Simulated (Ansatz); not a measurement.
Runs of Ansatz 0.2.0 on Cl. It takes space group Cmce (No. 64, orthorhombic). The conventional cell has a = 6.290 Å, b = 4.500 Å, c = 8.210 Å, α = 90.00°, β = 90.00°, γ = 90.00°. Around Cl (site symmetry m) lie 1 Cl at 2.02 Å. 

```csv
cell,target pressure (GPa),gap on the mesh (eV),pressure (GPa)
relaxed to 20 GPa,20,(a),20.0
relaxed,0,(b),0.0
relaxed to 2 GPa,2,1.97,2.0
relaxed to 30 GPa,30,1.45,30.0
relaxed to 5 GPa,5,1.89,5.0
relaxed to 10 GPa,10,1.77,10.0
```

Alike in all rows: task relaxation of cell and atoms; level PBEsol; potentials or basis Ansatz PAW; no spin polarisation; k mesh 7 × 7 × 4; cutoff (eV) 420; smearing fermi-dirac 0.05 eV.

Q: Fill in the values left out.

A: (a) 1.58; (b) 2.02.

Caveats: odd divisions of the mesh miss points on the zone boundary, where band edges often lie, so the gap on the mesh can be too wide; the plane-wave basis is chosen anew once the cell has moved, so the energies of steps on either side of that aren't comparable; the PAW data sets come from PBE, with cores solved anew for the run's functional, which leaves a small shift of forces and pressure.

A k mesh can miss the band edges.
